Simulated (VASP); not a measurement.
**A VASP 6.6.1 relaxation on HfO2**

INCAR

```
NSW = 40
SIGMA = 0.02
NBANDS = 18
ENCUT = 600
LASPH = .TRUE.
LCHARG = .FALSE.
EDIFFG = -5E-3
IBRION = 2
LREAL = .TRUE.
EDIFF = 1E-7
PREC = Accurate
PSTRESS = 10
ISMEAR = -1
NELM = 120
LWAVE = .FALSE.
GGA = PE
ISIF = 3
```

KPOINTS

```
KPOINTS created by Atomic Simulation Environment
0
Gamma
8 8 8
0 0 0
```

POSCAR

```
Hf O
 1.0000000000000000
     0.0000000000000000    2.8354234751999998    2.8354234751999998
     2.8354234751999998    0.0000000000000000    2.8354234751999998
     2.8354234751999998    2.8354234751999998    0.0000000000000000
 Hf  O
   1   2
Cartesian
  0.0000000000000000  0.0000000000000000  0.0000000000000000
  1.4177117375999999  1.4177117375999999  1.4177117375999999
  4.2531352128000002  4.2531352128000002  4.2531352128000002
```

The recommended PBE PAW datasets give the neutral cell 22 valence electrons.

Command

```
mpirun -np 1 vasp_std
```

Problem. Predict the outcome of this run.

Solution. It converged. Results: relaxed cell vector lengths 3.567, 3.567, 3.567 Å; relaxed cell volume 32.10 Å³.

OSZICAR

```
N       E                     dE             d eps       ncg     rms          rms(c)
DAV:   1     0.104015536780E+03    0.10402E+03   -0.12998E+04  1044   0.128E+03
DAV:   2    -0.294227503963E+02   -0.13344E+03   -0.12883E+03  1428   0.287E+02
DAV:   3    -0.351082292942E+02   -0.56855E+01   -0.56650E+01  1184   0.529E+01
DAV:   4    -0.351508027617E+02   -0.42573E-01   -0.42562E-01  1288   0.528E+00
DAV:   5    -0.351511456026E+02   -0.34284E-03   -0.34284E-03  1196   0.437E-01    0.248E+01
DAV:   6    -0.287655432096E+02    0.63856E+01   -0.28527E+01  1062   0.310E+01    0.274E+01
DAV:   7    -0.283725545562E+02    0.39299E+00   -0.14860E+00  1076   0.831E+00    0.210E+01
DAV:   8    -0.284349451246E+02   -0.62391E-01   -0.18925E+00  1054   0.943E+00    0.105E+01
DAV:   9    -0.282403432060E+02    0.19460E+00   -0.84768E-01  1052   0.532E+00    0.380E+00
DAV:  10    -0.282346040762E+02    0.57391E-02   -0.63756E-02  1078   0.139E+00    0.919E-01
...
   6 F= -.30182863E+02 E0= -.30182863E+02  d E =-.206185E-02
       N       E                     dE             d eps       ncg     rms          rms(c)
DAV:   1    -0.303832790238E+02    0.41724E-04   -0.58103E-04  1070   0.202E-01    0.797E-02
DAV:   2    -0.303832585857E+02    0.20438E-04   -0.80654E-05  1092   0.622E-02    0.256E-02
DAV:   3    -0.303832553277E+02    0.32580E-05   -0.46463E-06  1152   0.172E-02    0.156E-02
DAV:   4    -0.303832547589E+02    0.56880E-06   -0.24897E-06  1206   0.118E-02    0.112E-02
DAV:   5    -0.303832546577E+02    0.10118E-06   -0.48590E-08   688   0.181E-03    0.164E-02
DAV:   6    -0.303832550551E+02   -0.39740E-06   -0.59163E-08   736   0.186E-03    0.926E-04
DAV:   7    -0.303832550562E+02   -0.10532E-08   -0.61280E-09   610   0.627E-04
   7 F= -.30182893E+02 E0= -.30182893E+02  d E =-.209141E-02
```

```
ionic step  ΔH (meV/atom)  volume (Å³)  largest force (eV/Å)  pressure (GPa)  electronic steps
         1            0.0        45.59                 0.000          -46.90                16
         2         1187.1        21.70                 0.000          265.67                10
         3         -692.2        33.48                 0.000          -22.60                14
         4         -742.8        31.88                 0.000            8.15                11
         5         -743.8        32.23                 0.000           -4.24                 9
         6         -744.5        32.12                 0.000            0.40                 7
         7         -744.5        32.10                 0.000            0.99                 7
```

 The volume moved far on the plane waves of the start cell, so a restart from CONTCAR is due.

For comparison, a separate PBE relaxation on usual settings, not on those above, ends at 32.59 Å³.
